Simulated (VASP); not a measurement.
The system is InSb.

```
In Sb
1.0
    -2.94474    2.94474    1.63638
     2.94474   -2.94474    1.63638
     2.94474    2.94474   -1.63638
In Sb
1 1
Direct
  0.75000 0.25000 0.50000
  0.00000 0.00000 0.00000
```

Measurements of this composition are mostly on another form, of space group No. 216.

- Program: VASP 6.6.1
- Task: relaxation of cell and atoms
- Functional: PBEsol
- Potentials or basis: VASP PAW PBE potentials, release 64 (In_d, Sb)
- Cutoff: 300 eV
- k mesh: 14 × 14 × 14
- Occupations: gaussian, width 0.1 eV
- Spin: no spin polarisation

At the start: pressure -3.1 GPa; volume 28.38 Å³/atom.

Problem. How do energy, volume and symmetry change on relaxing?

Solution. Over 7 steps the energy falls by 19.4 meV/atom and the volume is 26.59 Å³/atom (-6.3 %); space group I-4m2 (No. 119, to 0.05 Å).

The path:
```csv
step,energy change (eV),largest force (eV/Å),pressure (GPa),volume (Å³)
1,0.0000,0.0000,-3.06,56.76
2,-0.0358,0.0000,0.84,52.42
3,-0.0376,0.0000,0.06,53.14
4,-0.0385,0.0000,0.04,53.13
5,-0.0388,0.0000,0.03,53.13
6,-0.0388,0.0000,0.03,53.13
7,-0.0388,0.0000,-0.02,53.18
```

Final structure:
```yaml
crystal:
  lattice:
    - [-2.89886, 2.89886, 1.58197]
    - [2.89886, -2.89886, 1.58197]
    - [2.89886, 2.89886, -1.58197]
  atoms:
    - { symbol: In, position: [0.75000, 0.25000, 0.50000] }
    - { symbol: Sb, position: [0.00000, 0.00000, 0.00000] }
```

Caveat: the PAW data sets were made with another functional, which shifts forces and pressure a little.
